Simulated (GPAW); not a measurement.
Set up this calculation in GPAW 26.7.0, as an ASE script.

```
Task                : equation of state
Functional          : vdW-DF
Potentials or basis : GPAW PAW data sets (gpaw-data 1.2.1)
Cutoff              : 800 eV
Basis               : pw
k mesh              : 9 × 9 × 3
Occupations         : fermi-dirac, width 0.05 eV
Spin                : no spin polarisation
Maxiter             : 150
Eos scales          : [0.94, 0.96, 0.98, 1.0, 1.02, 1.04, 1.06]
```

The structure of BN lies in POSCAR:

```
BN
1.0
    2.4982400000      0.0000000000      0.0000000000
   -1.2491200000      2.1635393048      0.0000000000
    0.0000000000      0.0000000000      6.6357000000
N B
2 2
Direct
    0.6666666667      0.3333333333      0.2500000000
    0.3333333333      0.6666666667      0.7500000000
    0.6666666667      0.3333333333      0.7500000000
    0.3333333333      0.6666666667      0.2500000000
```

The input as run:

run.py

```python
from ase.eos import EquationOfState
from ase.io import Trajectory, read
from ase.units import GPa
from gpaw import GPAW, PW

atoms = read('POSCAR')

traj = Trajectory('eos.traj', 'w')
volumes, energies = [], []
for x in [0.94, 0.96, 0.98, 1.0, 1.02, 1.04, 1.06]:
    a = atoms.copy()
    a.set_cell(atoms.cell * x**(1 / 3), scale_atoms=True)
    calc = GPAW(mode=PW(800),
                xc={'name': 'vdW-DF', 'backend': 'libvdwxc'},
                kpts={'size': (9, 9, 3), 'gamma': True},
                occupations={'name': 'fermi-dirac', 'width': 0.05},
                nbands=18,
                convergence={'density': 1e-05, 'energy': 1e-05},
                maxiter=150,
                txt=f'eos-{x:.2f}.txt')
    a.calc = calc
    energies.append(a.get_potential_energy(force_consistent=True))
    volumes.append(a.get_volume())
    calc.write(f'eos-{x:.2f}.gpw')
    traj.write(a)
    print(f'{x:.2f} {volumes[-1]:10.4f} A^3 {energies[-1]:14.6f} eV', flush=True)

v0, e0, B = EquationOfState(volumes, energies, eos='birchmurnaghan').fit()
print(f'V0 = {v0:.4f} A^3, E0 = {e0:.6f} eV, B0 = {B / GPa:.2f} GPa')
```

Potentials or basis: GPAW PAW data sets (gpaw-data 1.2.1), pw.

Run with:

```sh
$ OMP_NUM_THREADS=1 python run.py
```

It gave:

```json
{
 "Equilibrium volume": "9.28 Å³/atom",
 "Bulk modulus at fixed shape and positions": "226 GPa",
 "Pressure derivative of the bulk modulus": "4.3 (rough: it moves with the points fitted)"
}
```

Caveat: the cell was scaled at fixed shape and fractional positions, which overstates the stiffness of a crystal with free parameters, most of all of layers and chains; the PAW data sets were made with another functional, which shifts forces and pressure a little.

Run time: 110 s on 1 thread of AMD EPYC 9R45 96-Core Processor (Zen 5), on a shared host, peak memory 0.25 GiB.
